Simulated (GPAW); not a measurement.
# GaAs (F-43m) in GPAW: further runs

The runs below take GaAs through relaxation of cell and atoms, single point, with BLYP+D4, PBE.

Everything below comes from runs of GPAW 26.7.0. Logs are shortened: lines on timing, memory, paths and dates and some standing lists are left out, and cuts for length are marked. The log counts tension as positive stress, the text compression.

**What was measured.**

From “Evidence of valence band perturbations in GaAsN/GaAs(001): A combined variable-angle spectroscopic ellipsometry and modulated photoreflectance investigation”, 2008, arxiv:0805.2212, for a bulk crystal of GaAs at 300 K: band gap 1.412 ± 0.01 eV (direct); band gap 1.418 ± 0.005 eV (direct).

How close the calculation comes is told below.

### 1 Starting point

The structure is cubic, space group F-43m (No. 216). Conventional cell: a = 5.654 Å, b = 5.654 Å, c = 5.654 Å, α = 90.00°, β = 90.00°, γ = 90.00°. Around As (site symmetry -43m) lie 4 Ga at 2.45 Å. Ga (site symmetry -43m) has 4 As at 2.45 Å as nearest neighbours.

### 2 Relaxation of cell and atoms, BLYP+D4, target pressure 10 GPa, at which the enthalpy is minimised

The input, run.py:

```python
from ase.calculators.mixing import SumCalculator
from ase.filters import FrechetCellFilter
from ase.io import read, write
from ase.optimize import LBFGS
from ase.units import GPa
from dftd4.ase import DFTD4
from gpaw import GPAW, PW, setup_paths

setup_paths.insert(0, '.')

atoms = read('POSCAR')

calc = GPAW(mode=PW(600),
            xc='BLYP',
            kpts={'size': (8, 8, 8), 'gamma': True},
            occupations={'name': 'fermi-dirac', 'width': 0.05},
            nbands=11,
            convergence={'density': 1e-05, 'forces': 0.0001},
            eigensolver='davidson',
            maxiter=150,
            txt='gpaw.txt')
atoms.calc = SumCalculator([calc, DFTD4(method='blyp')])
opt = LBFGS(FrechetCellFilter(atoms, scalar_pressure=10 * GPa), trajectory='relax.traj', logfile='-')
done = opt.run(fmax=0.02, steps=100)
calc.write('gs.gpw')
write('result.traj', atoms)
print('Converged:', done)
print('Cell:', atoms.cell.cellpar().round(4))
print('Volume:', round(atoms.get_volume(), 4))
print(atoms.get_scaled_positions().round(5))
```

The input, POSCAR:

```
GaAs
1.0
    0.0000000000      2.8268500000      2.8268500000
    2.8268500000      0.0000000000      2.8268500000
    2.8268500000      2.8268500000      0.0000000000
As Ga
1 1
Direct
    0.7500000000      0.7500000000      0.7500000000
    0.0000000000      0.0000000000      0.0000000000
```

Potentials or basis: PAW data sets generated in the run's folder for this functional, pw.

Command:

```
> gpaw-setup -f BLYP As Ga
> OMP_NUM_THREADS=1 python run.py
```

gpaw.txt:

```text
__  _  _
 | _ |_)|_||  |
 |__||  | ||/\| - 26.7.0

Input parameters:
  mode=PW(ecut=600.0),
  convergence={'density': 1e-05, 'forces': 0.0001},
  eigensolver=Davidson(niter=2),
  kpts=MonkhorstPack(size=(8, 8, 8), gamma=True),
  maxiter=150,
  nbands=11,
  occupations=Occupations(name='fermi-dirac', width=0.05),
  xc=XC(name='BLYP')

Diagonalizing LCAO Hamiltonian
Converting LCAO to pw mode

                    As

       Ga

Atoms  # Å, Bohr magnetons
|   | symbol |        x |        y |        z |    initial magnetic moments |
|---|--------|----------|----------|----------|-----------------------------|
| 0 |     As | 4.240275 | 4.240275 | 4.240275 | ( 0.0000,  0.0000,  0.0000) |
| 1 |     Ga | 0.000000 | 0.000000 | 0.000000 | ( 0.0000,  0.0000,  0.0000) |

Unit cell  # Å
| periodic |        x |        y |        z |  lengths |    angles |
|----------|----------|----------|----------|----------|-----------|
|      yes | 0.000000 | 2.826850 | 2.826850 | 3.997770 | 60.000000 |
|      yes | 2.826850 | 0.000000 | 2.826850 | 3.997770 | 60.000000 |
|      yes | 2.826850 | 2.826850 | 0.000000 | 3.997770 | 60.000000 |

Number of symmetries: 24
Symmetry operations  # r_c * U_cc + t_c -> r_c
|    | kind |            matrix            |
|----|------|------------------------------|
|  0 |  E   |  1, 0, 0,  0, 1, 0,  0, 0, 1 |
|  1 |  σ   |  1, 0, 0,  0, 0, 1,  0, 1, 0 |
|  2 |  σ   |  1, 0,-1,  0, 1,-1,  0, 0,-1 |
|  3 |  C3  |  1, 0,-1,  0, 0,-1,  0, 1,-1 |
|  4 |  C3  |  1,-1, 0,  0,-1, 1,  0,-1, 0 |
|  5 |  σ   |  1,-1, 0,  0,-1, 0,  0,-1, 1 |
|  6 |  σ   |  0, 1, 0,  1, 0, 0,  0, 0, 1 |
|  7 |  C3  |  0, 1, 0,  0, 0, 1,  1, 0, 0 |
|  8 |  C2  |  0, 1,-1,  1, 0,-1,  0, 0,-1 |
|  9 |  S4  |  0, 1,-1,  0, 0,-1,  1, 0,-1 |
| 10 |  C3  |  0, 0, 1,  1, 0, 0,  0, 1, 0 |
| 11 |  σ   |  0, 0, 1,  0, 1, 0,  1, 0, 0 |
| 12 |  S4  |  0, 0,-1,  1, 0,-1,  0, 1,-1 |
| 13 |  C3  |  0, 0,-1,  0, 1,-1,  1, 0,-1 |
| 14 |  S4  |  0,-1, 1,  1,-1, 0,  0,-1, 0 |
| 15 |  C2  |  0,-1, 1,  0,-1, 0,  1,-1, 0 |
| 16 |  C3  |  0,-1, 0,  1,-1, 0,  0,-1, 1 |
| 17 |  S4  |  0,-1, 0,  0,-1, 1,  1,-1, 0 |
| 18 |  S4  | -1, 1, 0, -1, 0, 1, -1, 0, 0 |
| 19 |  C3  | -1, 1, 0, -1, 0, 0, -1, 0, 1 |
| 20 |  C3  | -1, 0, 1, -1, 1, 0, -1, 0, 0 |
| 21 |  S4  | -1, 0, 1, -1, 0, 0, -1, 1, 0 |
[... 127 lines left out ...]
convergence criteria:
- Maximum integral of absolute [dens]ity change: 1e-05 electrons / valence electron
- Maximum change in the atomic [forces] across last 2 cycles: 0.0001 eV/Ang OR
Maximum error relative to the maximum force is below inf
- Maximum [total energy] change in last 3 cyles: 0.0005 eV / valence electron
- Maximum integral of absolute [eigenst]ate change: 4e-08 eV^2 / valence electron
maximum number of iterations: 150

SCF iterations
|iter     | |      energy | eigst |  dens |force |
|---------|-|-------------|-------|-------|------|
|iter:   1| |   -6.986131 | -0.53 |       |      |
|iter:   2| |   -6.961664 | -2.74 | -0.86 |      |
|iter:   3| |   -6.847762 | -2.07 | -0.89 |      |
|iter:   4| |   -6.848015 | -3.85 | -1.52 |      |
|iter:   5| |   -6.848146c| -4.70 | -1.96 |      |
|iter:   6| |   -6.848138c| -5.57 | -2.78 |      |
|iter:   7| |   -6.848139c| -7.22 | -3.64 |      |
|iter:   8| |   -6.848139c| -8.45c| -4.02 |      |
|iter:   9| |   -6.848139c| -9.73c| -5.11c|      |
|iter:  10| |   -6.848139c|-10.77c| -5.75c|-15.88c|

Converged in 10 steps
Energy contributions relative to reference atoms: (reference = -114409.509573)

Energy contributions:
  Kinetic:          33.495316
  Coulomb:         -29.709198
  Zero:              0.032621
  External:          0.000000
  Xc:              -10.666852
  Entropy:          -0.000051
  Spinorbit:         0.000000
  ----------------------------
  Free energy:      -6.848164
  Extrapolated:     -6.848139
[... 24 lines left out ...]
Stress tensor  # eV/Ang^3
|         x |         y |         z |
|-----------|-----------|-----------|
| -0.048139 | -0.000000 | -0.000000 |
| -0.000000 | -0.048139 | -0.000000 |
| -0.000000 | -0.000000 | -0.048139 |

Forces  # eV/Ang
|        x |       y |       z |
|----------|---------|---------|
|  0.00000 | 0.00000 | 0.00000 |  # As   0
| -0.00000 | 0.00000 | 0.00000 |  # Ga   1

Diagonalizing LCAO Hamiltonian
Converting LCAO to pw mode

                    As

       Ga

Atoms  # Å, Bohr magnetons
|   | symbol |         x |         y |         z |    initial magnetic moments |
|---|--------|-----------|-----------|-----------|-----------------------------|
| 0 |     As |  4.204833 |  4.204833 |  4.204833 | ( 0.0000,  0.0000,  0.0000) |
| 1 |     Ga | -0.000000 | -0.000000 | -0.000000 | ( 0.0000,  0.0000,  0.0000) |
[... 143 lines left out ...]
convergence criteria:
- Maximum integral of absolute [dens]ity change: 1e-05 electrons / valence electron
- Maximum change in the atomic [forces] across last 2 cycles: 0.0001 eV/Ang OR
Maximum error relative to the maximum force is below inf
- Maximum [total energy] change in last 3 cyles: 0.0005 eV / valence electron
- Maximum integral of absolute [eigenst]ate change: 4e-08 eV^2 / valence electron
maximum number of iterations: 150

SCF iterations
|iter     | |      energy | eigst |  dens |force |
|---------|-|-------------|-------|-------|------|
|iter:   1| |   -6.930607 | -0.53 |       |      |
|iter:   2| |   -6.905498 | -2.74 | -0.86 |      |
|iter:   3| |   -6.785794 | -2.05 | -0.89 |      |
|iter:   4| |   -6.785981 | -3.80 | -1.52 |      |
|iter:   5| |   -6.786147c| -4.68 | -1.95 |      |
|iter:   6| |   -6.786139c| -5.55 | -2.76 |      |
|iter:   7| |   -6.786139c| -7.26 | -3.65 |      |
|iter:   8| |   -6.786140c| -8.49c| -4.04 |      |
|iter:   9| |   -6.786140c| -9.86c| -5.13c|      |
|iter:  10| |   -6.786140c|-10.95c| -5.78c|-6.15c|

Converged in 10 steps
Energy contributions relative to reference atoms: (reference = -114409.509573)

Energy contributions:
  Kinetic:          37.033524
  Coulomb:         -32.685581
  Zero:              0.034640
  External:          0.000000
  Xc:              -11.168718
  Entropy:          -0.000009
  Spinorbit:         0.000000
  ----------------------------
  Free energy:      -6.786144
  Extrapolated:     -6.786140
[... 31 lines left out ...]
Forces  # eV/Ang
|        x |        y |        z |
|----------|----------|----------|
| -0.00000 | -0.00000 | -0.00000 |  # As   0
| -0.00000 | -0.00000 | -0.00000 |  # Ga   1

Interpolating wave functions to new cell

                    As

       Ga

Atoms  # Å, Bohr magnetons
|   | symbol |         x |         y |         z |    initial magnetic moments |
|---|--------|-----------|-----------|-----------|-----------------------------|
| 0 |     As |  4.107388 |  4.107388 |  4.107388 | ( 0.0000,  0.0000,  0.0000) |
| 1 |     Ga | -0.000000 | -0.000000 | -0.000000 | ( 0.0000,  0.0000,  0.0000) |
[... 143 lines left out ...]
convergence criteria:
- Maximum integral of absolute [dens]ity change: 1e-05 electrons / valence electron
- Maximum change in the atomic [forces] across last 2 cycles: 0.0001 eV/Ang OR
Maximum error relative to the maximum force is below inf
- Maximum [total energy] change in last 3 cyles: 0.0005 eV / valence electron
- Maximum integral of absolute [eigenst]ate change: 4e-08 eV^2 / valence electron
maximum number of iterations: 150

SCF iterations
|iter     | |      energy | eigst |  dens |force |
|---------|-|-------------|-------|-------|------|
|iter:   1| |   -6.643711 |       |       |      |
|iter:   2| |   -6.629480 | -3.36 | -1.22 |      |
|iter:   3| |   -6.534070 | -2.47 | -1.25 |      |
|iter:   4| |   -6.530294 | -3.64 | -2.01 |      |
|iter:   5| |   -6.529823 | -4.30 | -2.42 |      |
|iter:   6| |   -6.529809c| -5.10 | -2.91 |      |
|iter:   7| |   -6.529809c| -6.39 | -4.10 |      |
|iter:   8| |   -6.529809c| -7.48c| -4.46 |      |
|iter:   9| |   -6.529809c| -8.61c| -5.20c|      |
|iter:  10| |   -6.529809c| -9.62c| -5.87c|-6.58c|

Converged in 10 steps
Energy contributions relative to reference atoms: (reference = -114409.509573)

Energy contributions:
  Kinetic:          48.008570
  Coulomb:         -41.916132
  Zero:              0.041217
  External:          0.000000
  Xc:              -12.663464
  Entropy:          -0.000000
  Spinorbit:         0.000000
  ----------------------------
  Free energy:      -6.529809
  Extrapolated:     -6.529809
[... 31 lines left out ...]
Forces  # eV/Ang
|        x |        y |        z |
|----------|----------|----------|
|  0.00000 |  0.00000 |  0.00000 |  # As   0
| -0.00000 | -0.00000 | -0.00000 |  # Ga   1

Interpolating wave functions to new cell

                    As

       Ga

Atoms  # Å, Bohr magnetons
|   | symbol |         x |         y |         z |    initial magnetic moments |
|---|--------|-----------|-----------|-----------|-----------------------------|
| 0 |     As |  4.117430 |  4.117430 |  4.117430 | ( 0.0000,  0.0000,  0.0000) |
| 1 |     Ga | -0.000000 | -0.000000 | -0.000000 | ( 0.0000,  0.0000,  0.0000) |
[... 143 lines left out ...]
convergence criteria:
- Maximum integral of absolute [dens]ity change: 1e-05 electrons / valence electron
- Maximum change in the atomic [forces] across last 2 cycles: 0.0001 eV/Ang OR
Maximum error relative to the maximum force is below inf
- Maximum [total energy] change in last 3 cyles: 0.0005 eV / valence electron
- Maximum integral of absolute [eigenst]ate change: 4e-08 eV^2 / valence electron
maximum number of iterations: 150

SCF iterations
|iter     | |      energy | eigst |  dens |force |
|---------|-|-------------|-------|-------|------|
|iter:   1| |   -6.563856 |       |       |      |
|iter:   2| |   -6.563704 | -5.27 | -2.21 |      |
|iter:   3| |   -6.562687c| -4.43 | -2.23 |      |
|iter:   4| |   -6.562645c| -5.58 | -2.99 |      |
|iter:   5| |   -6.562640c| -6.24 | -3.41 |      |
|iter:   6| |   -6.562640c| -7.02 | -3.88 |      |
|iter:   7| |   -6.562640c| -8.31c| -5.07c|      |
|iter:   8| |   -6.562640c| -9.40c| -5.43c|-6.17c|

Converged in 8 steps
Energy contributions relative to reference atoms: (reference = -114409.509573)

Energy contributions:
  Kinetic:          46.788877
  Coulomb:         -40.890698
  Zero:              0.040518
  External:          0.000000
  Xc:              -12.501337
  Entropy:          -0.000000
  Spinorbit:         0.000000
  ----------------------------
  Free energy:      -6.562640
  Extrapolated:     -6.562640
[... 31 lines left out ...]
Forces  # eV/Ang
|        x |        y |        z |
|----------|----------|----------|
|  0.00000 |  0.00000 |  0.00000 |  # As   0
| -0.00000 | -0.00000 | -0.00000 |  # Ga   1

# Writing to gs.gpw (mode='')
```

Run time: 67 s. Hardware: 1 thread of Arm Neoverse V1, shared host; peak memory 0.2 GiB.

Results:

| Item | Value |
| --- | --- |
| Free energy | -8.3121 eV |
| Relaxed volume | 20.68 Å³/atom |
| Relaxed cell | a = 3.882 Å, b = 3.882 Å, c = 3.882 Å, α = 60.00°, β = 60.00°, γ = 60.00° |
| Space group after relaxing (to 0.05 Å) | F-43m (No. 216) |
| Energy change on relaxing (the enthalpy is what falls) | +65.3 meV/atom |
| Ionic steps | 4 |
| Pressure after relaxing | 9.9 GPa |
| Band gap on the k mesh | 1.15 eV, direct |
| Dispersion energy per atom | -0.875 eV |

Step by step:
| step | energy change (eV) | largest force (eV/Å) | pressure (GPa) | volume (Å³) |
| --- | --- | --- | --- | --- |
| 1 | 0.0000 | 0.0000 | 1.67 | 45.18 |
| 2 | 0.0187 | 0.0000 | 3.71 | 44.06 |
| 3 | 0.1500 | 0.0000 | 10.79 | 41.06 |
| 4 | 0.1305 | 0.0000 | 9.94 | 41.37 |

Final structure:
```yaml
crystal:
  lattice:
    - [0.00000, 2.74495, 2.74495]
    - [2.74495, 0.00000, 2.74495]
    - [2.74495, 2.74495, 0.00000]
  atoms:
    - { symbol: As, position: [0.75000, 0.75000, 0.75000] }
    - { symbol: Ga, position: [0.00000, 0.00000, 0.00000] }
```

Levels at points of the mesh, in eV from the valence-band top:
| k point | band 1 | band 2 | band 3 | band 4 | band 5 | band 6 | band 7 |
| --- | --- | --- | --- | --- | --- | --- | --- |
| (0.00, 0.00, 0.00) | -13.38 | 0.00 | 0.00 | 0.00 | 1.15 | 3.84 | 3.84 |
| (0.50, 0.00, 0.00) | -11.54 | -7.08 | -1.27 | -1.27 | 1.30 | 4.79 | 4.79 |
| (0.50, 0.50, 0.00) | -10.71 | -7.23 | -2.95 | -2.95 | 1.49 | 1.73 | 10.88 |
| (0.50, 0.50, 0.50) | -11.54 | -7.08 | -1.27 | -1.27 | 1.30 | 4.79 | 4.79 |

Caveat: later steps reuse the first step's grids.

### 3 Single point, PBE

The input, run.py:

```python
from ase.dft.bandgap import bandgap
from ase.io import read, write
from ase.units import GPa
from gpaw import GPAW, PW

atoms = read('POSCAR')

calc = GPAW(mode=PW(600),
            xc='PBE',
            kpts={'size': (8, 8, 8), 'gamma': True},
            occupations={'name': 'methfessel-paxton', 'order': 0, 'width': 0.028999999999999998},
            nbands=11,
            convergence={'density': 1e-05, 'energy': 1e-05},
            maxiter=150,
            txt='gpaw.txt')
atoms.calc = calc
energy = atoms.get_potential_energy()
forces = atoms.get_forces()
stress = atoms.get_stress()
calc.write('gs.gpw')
write('result.traj', atoms)
print(f'Energy: {energy:.6f} eV')
print('Forces (eV/A):')
print(forces.round(4))
print('Stress (GPa):', (stress / GPa).round(3))
print('Fermi level:', round(calc.get_fermi_level(), 4), 'eV')
print(f'Gap: {bandgap(calc)[0]:.4f} eV, direct: {bandgap(calc, direct=True)[0]:.4f} eV')
```

POSCAR is that of step 2.

Potentials or basis: GPAW PAW data sets (gpaw-data 1.2.1), pw.

Command:

```
> OMP_NUM_THREADS=1 python run.py
```

Wall time 10 s (1 thread of Arm Neoverse V1, shared host); peak memory 0.15 GiB.

Results (log left out):

* Free energy: -8.2293 eV
* Pressure: 4.3 GPa
* Band gap on the k mesh: 0.59 eV, direct

Levels at points of the mesh, in eV from the valence-band top:
```csv
k point,band 1,band 2,band 3,band 4,band 5,band 6,band 7
"(0.00, 0.00, 0.00)",-12.70,0.00,0.00,0.00,0.59,3.77,3.77
"(0.50, 0.50, 0.00)",-10.34,-6.79,-2.66,-2.66,1.48,1.68,10.22
"(0.50, 0.50, 0.50)",-11.06,-6.61,-1.13,-1.13,1.05,4.67,4.67
```

### 4 Single point, PBE

run.py: that of step 3 with these lines changed.

```diff
@@ -5,3 +5,3 @@
 
-atoms = read('POSCAR')
+atoms = read('GaAs.xyz')
 
@@ -10,3 +10,3 @@
             kpts={'size': (8, 8, 8), 'gamma': True},
-            occupations={'name': 'methfessel-paxton', 'order': 0, 'width': 0.028999999999999998},
+            occupations={'name': 'methfessel-paxton', 'order': 0, 'width': 0.03},
             nbands=11,
```

The input, GaAs.xyz:

```xyz
2
Lattice="0.0000000000 2.8268500000 2.8268500000 2.8268500000 0.0000000000 2.8268500000 2.8268500000 2.8268500000 0.0000000000" Properties=species:S:1:pos:R:3 pbc="T T T"
As     4.2402750000      4.2402750000      4.2402750000
Ga     0.0000000000      0.0000000000      0.0000000000
```

Command:

```
> OMP_NUM_THREADS=1 python run.py
```

It took 10 s on 1 thread of Arm Neoverse V1, shared host; peak memory 0.15 GiB.

The run converged. Its results:

```yaml
Free_energy: -8.2293 eV
Pressure: 4.3 GPa
Band_gap_on_the_k_mesh: 0.59 eV, direct
```

Levels at points of the mesh, in eV from the valence-band top:
```tsv
k point	band 1	band 2	band 3	band 4	band 5	band 6	band 7
(0.00, 0.00, 0.00)	-12.70	0.00	0.00	0.00	0.59	3.77	3.77
(0.50, 0.50, 0.00)	-10.34	-6.79	-2.66	-2.66	1.48	1.68	10.22
(0.50, 0.50, 0.50)	-11.06	-6.61	-1.13	-1.13	1.05	4.67	4.67
```

### 5 Single point, PBE

run.py: that of step 4 with these lines changed.

```diff
@@ -5,3 +5,3 @@
 
-atoms = read('GaAs.xyz')
+atoms = read('POSCAR')
 
@@ -10,3 +10,3 @@
             kpts={'size': (8, 8, 8), 'gamma': True},
-            occupations={'name': 'methfessel-paxton', 'order': 0, 'width': 0.03},
+            occupations={'name': 'methfessel-paxton', 'order': 0, 'width': 0.05},
             nbands=11,
```

POSCAR is that of step 3.

Command:

```
> OMP_NUM_THREADS=1 python run.py
```

It took 10 s on 1 thread of Arm Neoverse V1, shared host; peak memory 0.15 GiB.

It converged, with:

```
Free energy            : -8.2293 eV
Pressure               : 4.3 GPa
Band gap on the k mesh : 0.59 eV, direct
```

Levels at points of the mesh, in eV from the valence-band top:
```tsv
k point	band 1	band 2	band 3	band 4	band 5	band 6	band 7
(0.00, 0.00, 0.00)	-12.70	0.00	0.00	0.00	0.59	3.77	3.77
(0.50, 0.50, 0.00)	-10.34	-6.79	-2.66	-2.66	1.48	1.68	10.22
(0.50, 0.50, 0.50)	-11.06	-6.61	-1.13	-1.13	1.05	4.67	4.67
```

### 6 Overview

```tsv
task	level	potentials or basis	cell	smearing	eigensolver	optimizer	fmax	max steps	target pressure	gap on the mesh (eV)	pressure (GPa)
relaxation of cell and atoms	BLYP+D4	PAW data sets generated in the run's folder for this functional, pw	relaxed to 10 GPa	fermi-dirac 0.05 eV	davidson	LBFGS	0.02 eV/Å	100	10 GPa	1.15	9.9
single point	PBE	GPAW PAW data sets (gpaw-data 1.2.1), pw	as given	gaussian 0.029 eV	-	-	-	-	-	0.59	4.3
single point	PBE	GPAW PAW data sets (gpaw-data 1.2.1), pw	as given	gaussian 0.03 eV	-	-	-	-	-	0.59	4.3
single point	PBE	GPAW PAW data sets (gpaw-data 1.2.1), pw	as given	gaussian 0.05 eV	-	-	-	-	-	0.59	4.3
```

Alike in all rows: no spin polarisation; k mesh 8 × 8 × 8; cutoff (eV) 600.

Caveats: later steps reuse the first step's grids (some runs).

Total energies depend on the potentials used, so only differences within one code and one set of settings carry meaning.

### 7 Against experiment

Step 3. Against the measured gap of GaAs, 1.412 eV (direct; 300 K; “Evidence of valence band perturbations in GaAsN/GaAs(001): A combined variable-angle spectroscopic ellipsometry and modulated photoreflectance investigation”, 2008, arxiv:0805.2212), the calculated 0.59 eV is off by -0.83 eV. 3 values of this kind are on record (1.412 to 1.51 eV); this one was drawn at random among those near their median, those with a stated uncertainty first. Spin-orbit coupling on As, Ga is left out. The value is that of PBE on a finite k mesh, which can miss the band edges, without temperature or zero-point motion. Semilocal functionals fall short of measured gaps as a rule.

Step 4. Measured gap of GaAs: 1.412 eV (direct; 300 K; “Evidence of valence band perturbations in GaAsN/GaAs(001): A combined variable-angle spectroscopic ellipsometry and modulated photoreflectance investigation”, 2008, arxiv:0805.2212). This calculation gives 0.59 eV (-0.83 eV). 3 values of this kind are on record (1.412 to 1.51 eV); this one was drawn at random among those near their median, those with a stated uncertainty first. Spin-orbit coupling on As, Ga is left out. The value is that of PBE on a finite k mesh, which can miss the band edges, without temperature or zero-point motion. Semilocal functionals fall short of measured gaps as a rule.

Step 5. Against the measured gap of GaAs, 1.418 eV (direct; 300 K; “Evidence of valence band perturbations in GaAsN/GaAs(001): A combined variable-angle spectroscopic ellipsometry and modulated photoreflectance investigation”, 2008, arxiv:0805.2212), the calculated 0.59 eV is off by -0.83 eV. 3 values of this kind are on record (1.412 to 1.51 eV); this one was drawn at random among those near their median, those with a stated uncertainty first. Spin-orbit coupling on As, Ga is left out. The value is that of PBE on a finite k mesh, which can miss the band edges, without temperature or zero-point motion. Semilocal functionals fall short of measured gaps as a rule.
